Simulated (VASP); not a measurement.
# CoSi (P2_13) in VASP: single point with PBE

Aim: the single point of CoSi with PBE.

Everything below comes from runs of VASP 6.6.1. Logs are shortened: lines on timing, memory, paths and dates and some standing lists are left out, and cuts for length are marked.

### Step 1. The structure

It takes space group P2_13 (No. 198, cubic). Conventional cell: a = 4.445 Å, b = 4.445 Å, c = 4.445 Å, α = 90.00°, β = 90.00°, γ = 90.00°. Co (site symmetry 3) is surrounded by 7 Si at 2.29 to 2.47 Å. Si (site symmetry 3) has 7 Co at 2.29 to 2.47 Å as nearest neighbours.

### Step 2. Single point, PBE, collinear spin, ferromagnetic start

Contents of INCAR:

```
PREC = Accurate ; ENCUT = 520
EDIFF = 1E-6 ; ISMEAR = -1
SIGMA = 0.02 ; LREAL = False
LASPH = True ; NELM = 120
ALGO = Normal ; ISIF = 2
LWAVE = False ; LCHARG = False
ISPIN = 2 ; MAGMOM = 2 2 2 2 0 0 0 0
LORBIT = 11 ; LMAXMIX = 4
GGA = PE ; NBANDS = 40
```

Contents of KPOINTS:

```
regular mesh
0
Gamma
  16 16 16
```

Contents of POSCAR:

```
CoSi
1.0
    4.4450000000      0.0000000000      0.0000000000
    0.0000000000      4.4450000000      0.0000000000
    0.0000000000      0.0000000000      4.4450000000
Co Si
4 4
Direct
    0.1400000000      0.1400000000      0.1400000000
    0.3600000000      0.8600000000      0.6400000000
    0.6400000000      0.3600000000      0.8600000000
    0.8600000000      0.6400000000      0.3600000000
    0.8430000000      0.8430000000      0.8430000000
    0.6570000000      0.1570000000      0.3430000000
    0.3430000000      0.6570000000      0.1570000000
    0.1570000000      0.3430000000      0.6570000000
```

Potentials or basis: VASP PAW PBE potentials, release 64 (Co, Si).

Command:

```sh
> cat potpaw_PBE.64/Co/POTCAR potpaw_PBE.64/Si/POTCAR > POTCAR
> mpirun -np 1 vasp_std > vasp.out
```

OUTCAR:

```text
PREC = Accurate
   ENCUT = 520
   EDIFF = 1E-6
   ISMEAR = -1
   LREAL = False
   LASPH = True
   NELM = 120
   ISIF = 2
   ISPIN = 2
   LORBIT = 11
   GGA = PE

 ion  position               nearest neighbor table
   1  0.140  0.140  0.140-   5 2.29   6 2.33   7 2.33   8 2.33   7 2.47   8 2.47   6 2.47   3 2.73
                             4 2.73   2 2.73   2 2.73   4 2.73   3 2.73
   2  0.360  0.860  0.640-   6 2.29   5 2.33   8 2.33   7 2.33   7 2.47   8 2.47   5 2.47   1 2.73
                             1 2.73   3 2.73   3 2.73   4 2.73   4 2.73
   3  0.640  0.360  0.860-   7 2.29   5 2.33   8 2.33   6 2.33   8 2.47   6 2.47   5 2.47   1 2.73
                             4 2.73   2 2.73   2 2.73   4 2.73   1 2.73
   4  0.860  0.640  0.360-   8 2.29   7 2.33   6 2.33   5 2.33   6 2.47   5 2.47   7 2.47   1 2.73
                             3 2.73   2 2.73   1 2.73   2 2.73   3 2.73
   5  0.843  0.843  0.843-   1 2.29   2 2.33   3 2.33   4 2.33   3 2.47   4 2.47   2 2.47   6 2.75
                             7 2.75   8 2.75   6 2.75   8 2.75   7 2.75
   6  0.657  0.157  0.343-   2 2.29   1 2.33   4 2.33   3 2.33   3 2.47   4 2.47   1 2.47   8 2.75
                             5 2.75   5 2.75   7 2.75   7 2.75   8 2.75
   7  0.343  0.657  0.157-   3 2.29   1 2.33   4 2.33   2 2.33   4 2.47   2 2.47   1 2.47   8 2.75
                             5 2.75   8 2.75   6 2.75   6 2.75   5 2.75
   8  0.157  0.343  0.657-   4 2.29   3 2.33   2 2.33   1 2.33   2 2.47   1 2.47   3 2.47   7 2.75
                             5 2.75   7 2.75   5 2.75   6 2.75   6 2.75

  LATTYP: Found a simple cubic cell.
 ALAT       =     4.4450000000

  Lattice vectors:

 A1 = (   4.4450000000,   0.0000000000,   0.0000000000)
 A2 = (   0.0000000000,   4.4450000000,   0.0000000000)
 A3 = (   0.0000000000,   0.0000000000,   4.4450000000)

Analysis of symmetry for initial positions (statically):
=====================================================================
 Subroutine PRICEL returns:
 Original cell was already a primitive cell.

 Routine SETGRP: Setting up the symmetry group for a
 simple cubic supercell.

 Subroutine GETGRP returns: Found 12 space group operations
 (whereof  3 operations were pure point group operations)
 out of a pool of 48 trial point group operations.

The static configuration has the point symmetry C_3 .
 The point group associated with its full space group is T   .

Analysis of symmetry for dynamics (positions and initial velocities):
=====================================================================
 Subroutine PRICEL returns:
 Original cell was already a primitive cell.

 Routine SETGRP: Setting up the symmetry group for a
 simple cubic supercell.

 Subroutine GETGRP returns: Found 12 space group operations
 (whereof  3 operations were pure point group operations)
 out of a pool of 48 trial point group operations.

The dynamic configuration has the point symmetry C_3 .
 The point group associated with its full space group is T   .

Analysis of structural, dynamic, and magnetic symmetry:
=====================================================================
 Subroutine PRICEL returns:
 Original cell was already a primitive cell.

 Routine SETGRP: Setting up the symmetry group for a
 simple cubic supercell.

 Subroutine GETGRP returns: Found 12 space group operations
 (whereof  3 operations were pure point group operations)
 out of a pool of 48 trial point group operations.

The overall configuration has the point symmetry C_3 .
 The point group associated with its full space group is T   .

 Subroutine INISYM returns: Found 12 space group operations
 (whereof  3 operations are pure point group operations),
 and found     1 'primitive' translations

----------------------------------------------------------------------------------------

                                     Primitive cell

  volume of cell :      87.8244

  direct lattice vectors                    reciprocal lattice vectors
     4.445000000  0.000000000  0.000000000     0.224971879  0.000000000  0.000000000
     0.000000000  4.445000000  0.000000000     0.000000000  0.224971879  0.000000000
     0.000000000  0.000000000  4.445000000     0.000000000  0.000000000  0.224971879

  length of vectors
     4.445000000  4.445000000  4.445000000     0.224971879  0.224971879  0.224971879

  position of ions in fractional coordinates (direct lattice)
     0.140000000  0.140000000  0.140000000
     0.360000000  0.860000000  0.640000000
     0.640000000  0.360000000  0.860000000
     0.860000000  0.640000000  0.360000000
     0.843000000  0.843000000  0.843000000
     0.657000000  0.157000000  0.343000000
[... 81 lines left out ...]
   LSORBIT =      F    spin-orbit coupling
   LASPH  =      T    aspherical Exc in radial PAW
   ENCUT  =  520.0 eV  38.22 Ry    6.18 a.u.   8.26  8.26  8.26*2*pi/ulx,y,z
   NELM   =    120;   NELMIN=  2; NELMDL= -5     # of ELM steps
   EDIFF  = 0.1E-05   stopping-criterion for ELM
   LREAL  =      F    real-space projection
   EDIFFG = 0.1E-04   stopping-criterion for IOM
   NSW    =      0    number of steps for IOM
   IBRION =     -1    ionic relax: 0-MD 1-quasi-New 2-CG
   NFREE  =      0    steps in history (QN), initial steepest desc. (CG)
   ISIF   =      2    stress and relaxation
   ISYM   =      2    0-nonsym 1-usesym 2-fastsym
   POTIM  = 0.5000    time-step for ionic-motion
   TEBEG  =    0.0;   TEEND  =   0.0 temperature during run
   PSTRESS=    0.0 pullay stress
   NELECT =      52.0000    total number of electrons
   NUPDOWN=      -1.0000    fix difference up-down
   EMIN   =  10.00;   EMAX   =-10.00  energy-range for DOS
   EFERMI =   0.00;   METHOD = LEGACY
   ISMEAR =    -1;   SIGMA  =   0.02  broadening in eV -4-tet -1-fermi 0-gaus
   EFERMI_NEDOS =   21; number of points for ismear=-14 and -15
   IALGO  =     38    algorithm
   IMIX   =      4    mixing-type and parameters
     AMIX     =   0.40;   BMIX     =  1.00
     AMIX_MAG =   1.60;   BMIX_MAG =  1.00
  volume/ion in A,a.u.               =      10.98        74.08
  Fermi-wavevector in a.u.,A,eV,Ry     =   1.374688  2.597784 25.711847  1.889767
  Thomas-Fermi vector in A             =   2.500092
   LORBIT       =     11    0 simple, 1 ext, 2 COOP (PROOUT), +10 PAW based schemes
   GGA     = PE    functional components
   LHFCALC =     F    Hartree Fock is set to
   AEXX    =    0.0000 exact exchange contribution
   IVDW    =     0    specifies the selected vdW correction
   LEPSILON=     F    determine dielectric tensor
   LRPA    =     F    only Hartree local field effects (RPA)
 spin polarized calculation
  energy-cutoff  :      520.00
  volume of cell :       87.82
 maximum number of plane-waves:      2393
 NGX is ok and might be reduce to    36
   NGX = 17   NGY = 17   NGZ = 17

 number of electron      51.9999985 magnetization       0.0191164

 number of electron      51.9999985 magnetization      -0.0007580

 Free energy of the ion-electron system (eV)
  ---------------------------------------------------
  ext. energy  EPLUGINS =         0.00000000
  ---------------------------------------------------
  free energy    TOTEN  =       -54.72462298 eV

  energy without entropy =      -54.72262540  energy(sigma->0) =      -54.72362419

 E-fermi :  11.9710     XC(G=0): -12.8159

 val. band max:       11.9709160997   @ k =   0.0625   0.0625   0.0625
 cond. band min:      11.9711595369   @ k =   0.0625   0.0625   0.0625
 fundamental gap:      0.0002434373
 Fermi energy:        11.9710048005

 spin component 1

 k-point     1 :       0.0000    0.0000    0.0000
  band No.  band energies     occupation
      1      -1.6282      1.00000
      2       3.8365      1.00000
      3       3.8365      1.00000
      4       3.8365      1.00000
      5       6.5453      1.00000
      6       6.5453      1.00000
[... 973 lines left out ...]
     37      17.8386      0.00000
     38      17.8386      0.00000

 [... further k-points ...]

 spin component 2

 k-point     1 :       0.0000    0.0000    0.0000
  band No.  band energies     occupation
      1      -1.6282      1.00000
      2       3.8365      1.00000
      3       3.8365      1.00000
      4       3.8365      1.00000
      5       6.5452      1.00000
      6       6.5452      1.00000
[... 973 lines left out ...]
     37      17.8386      0.00000
     38      17.8386      0.00000

 [... further k-points ...]

 [bands above 38 left out]

------------------------ aborting loop because EDIFF is reached ----------------------------------------

  FORCE on cell =-STRESS in cart. coord.  units (eV):
  Direction    XX          YY          ZZ          XY          YZ          ZX
  --------------------------------------------------------------------------------------
  -------------------------------------------------------------------------------------
  Total       -0.7604514     -0.7604514     -0.7604514      0.0000000     -0.0000000      0.0000000
  in kB      -13.8728847    -13.8728847    -13.8728847      0.0000000     -0.0000000      0.0000000
  external PRESSURE =     -13.8728847 kB  Pullay stress =       0.0000000 kB

 VOLUME and BASIS-vectors are now :
 -----------------------------------------------------------------------------
  energy-cutoff  :      520.00
  volume of cell :       87.82
      direct lattice vectors                 reciprocal lattice vectors
     4.445000000  0.000000000  0.000000000     0.224971879  0.000000000  0.000000000
     0.000000000  4.445000000  0.000000000     0.000000000  0.224971879  0.000000000
     0.000000000  0.000000000  4.445000000     0.000000000  0.000000000  0.224971879

 POSITION                                       TOTAL-FORCE (eV/Angst)
 -----------------------------------------------------------------------------------
      0.62230      0.62230      0.62230         0.146902      0.146902      0.146902
      1.60020      3.82270      2.84480        -0.146902     -0.146902      0.146902
      2.84480      1.60020      3.82270         0.146902     -0.146902     -0.146902
      3.82270      2.84480      1.60020        -0.146902      0.146902     -0.146902
      3.74714      3.74714      3.74714        -0.023937     -0.023937     -0.023937
      2.92036      0.69786      1.52464         0.023937      0.023937     -0.023937
      1.52464      2.92036      0.69786        -0.023937      0.023937      0.023937
      0.69786      1.52464      2.92036         0.023937     -0.023937      0.023937
 -----------------------------------------------------------------------------------
    total drift:                               -0.000000      0.000000      0.000000

  FREE ENERGIE OF THE ION-ELECTRON SYSTEM (eV)
  ---------------------------------------------------
  free  energy   TOTEN  =       -54.7246229814 eV

  energy  without entropy=      -54.7226253974  energy(sigma->0) =      -54.72362419

 total charge

# of ion       s       p       d       tot
------------------------------------------
    1        0.432   0.611   7.560   8.603
    2        0.432   0.611   7.560   8.603
    3        0.432   0.611   7.560   8.603
    4        0.432   0.611   7.560   8.603
    5        0.728   0.878   0.000   1.606
    6        0.728   0.878   0.000   1.606
    7        0.728   0.878   0.000   1.606
    8        0.728   0.878   0.000   1.606
--------------------------------------------------
tot          4.638   5.956  30.240  40.835

 magnetization (x)

# of ion       s       p       d       tot
------------------------------------------
    1        0.000   0.000  -0.000  -0.000
    2        0.000   0.000  -0.000  -0.000
    3        0.000   0.000  -0.000  -0.000
    4        0.000   0.000  -0.000  -0.000
    5       -0.000   0.000   0.000   0.000
    6       -0.000   0.000   0.000   0.000
    7       -0.000   0.000   0.000   0.000
    8       -0.000   0.000   0.000   0.000
--------------------------------------------------
tot          0.000   0.000  -0.000  -0.000
```

It took 25 min on 1 thread of Intel Xeon Platinum 8488C (Sapphire Rapids), shared host; peak memory 1.1 GiB.

What came out:

| Property | Result |
| --- | --- |
| Free energy | -54.7246 eV |
| Pressure | -1.4 GPa |
| Largest force | 0.254 eV/Å |
| Band gap on the k mesh | none (metal or under the smearing width) |
| Net moment | 0.00 μB per cell |
| Valence electrons inside the program's atomic spheres | Co 8.60; Si 1.61 |

Forces on the atoms (eV/Å):
```
Co   0.147  0.147  0.147
Co  -0.147 -0.147  0.147
Co   0.147 -0.147 -0.147
Co  -0.147  0.147 -0.147
Si  -0.024 -0.024 -0.024
Si   0.024  0.024 -0.024
Si  -0.024  0.024  0.024
Si   0.024 -0.024  0.024
```

Levels at points of the mesh, in eV from the Fermi level:
Spin up:
```
           k point  band 24  band 25  band 26  band 27  band 28  band 29
(0.00, 0.00, 0.00)    -0.76     0.00     0.00     0.00     2.45     2.45
(0.50, 0.00, 0.00)    -0.66    -0.46    -0.46     0.99     0.99     1.45
(0.50, 0.50, 0.00)    -0.99    -0.02    -0.02     0.56     0.56     1.98
(0.50, 0.50, 0.50)    -1.20    -0.20    -0.20    -0.20    -0.20     5.31
```
Spin down:
```tsv
k point	band 24	band 25	band 26	band 27	band 28	band 29
(0.00, 0.00, 0.00)	-0.76	-0.01	-0.01	-0.01	2.45	2.45
(0.50, 0.00, 0.00)	-0.66	-0.46	-0.46	0.99	0.99	1.45
(0.50, 0.50, 0.00)	-0.99	-0.02	-0.02	0.56	0.56	1.97
(0.50, 0.50, 0.50)	-1.20	-0.20	-0.20	-0.20	-0.20	5.31
```

Caveat: the starting moments collapsed, and a magnetic state may lie lower.
